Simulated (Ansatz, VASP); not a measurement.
## One calculation of Cr, two programs

```
Cr
1.0
     2.92686    0.00000    0.00000
     0.00000    2.92686    0.00000
     0.00000    0.00000    2.75695
Cr
2
Direct
  0.00000 0.00000 0.00000
  0.50000 0.50000 0.50000
```

Change from the starting cell: biaxial strain in the a-b plane, c and atoms relaxed: +4.0 %.

Alike in both runs: functional PBEsol; k mesh 14 × 14 × 14; occupations gaussian, width 0.1 eV; no spin polarisation.

Ansatz relaxed the structure, and its values are those at the end. VASP's run is a single point on that final structure, the one shown.

```csv
,VASP,Ansatz
version,VASP 6.6.1,Ansatz 0.2.0
potentials or method,"VASP PAW PBE potentials, release 64 (Cr_pv)","scalar-relativistic, plane waves, PAW"
plane-wave cutoff (eV),520,420
valence electrons in the cell,24,28
```

Ansatz gave:

| Property | Result |
| --- | --- |
| gap on the k mesh at the Fermi level (eV) | none |
| pressure (GPa) | -13.8 |

**Question.** Estimate VASP's values.

**Answer.** gap on the k mesh at the Fermi level (eV): none; pressure (GPa): -14.3.

A gap of «none» marks a metal or a gap that the smearing closes. The two sets of potentials don't hold the same shells in valence.

Caveats: the PAW data sets were made with another functional, which shifts forces and pressure a little (VASP); the run has no spin polarisation, though such a crystal can be magnetic. Spin polarisation is off, so any magnetic state and its effect on volume and gap are missing.
